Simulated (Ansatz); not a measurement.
The system is ZrS.

```
Zr S
1.0
     0.00000    2.62500    2.62500
     2.62500    0.00000    2.62500
     2.62500    2.62500    0.00000
Zr S
1 1
Direct
  0.00000 0.00000 0.00000
  0.50000 0.50000 0.50000
```

Base run:

```yaml
Program: Ansatz 0.2.0
Functional: BLYP
Potentials_or_basis: all-electron LAPW, scalar-relativistic
Cutoff: 212 eV
Density_cutoff: 846 eV
Basis_error_allowed: 0.001 eV/atom
k_mesh: 9 × 9 × 9
Occupations: fermi-dirac, width 0.05 eV
Spin: no spin polarisation
```

Its results: pressure 5.4 GPa.

Q: The run is repeated on the same cell with these changes: functional from BLYP to LDA. What comes out?

A: Pressure -9.1 GPa.

LDA binds more tightly than BLYP, so the same cell stands under less pressure.

Not every run made on this cell is shown here.
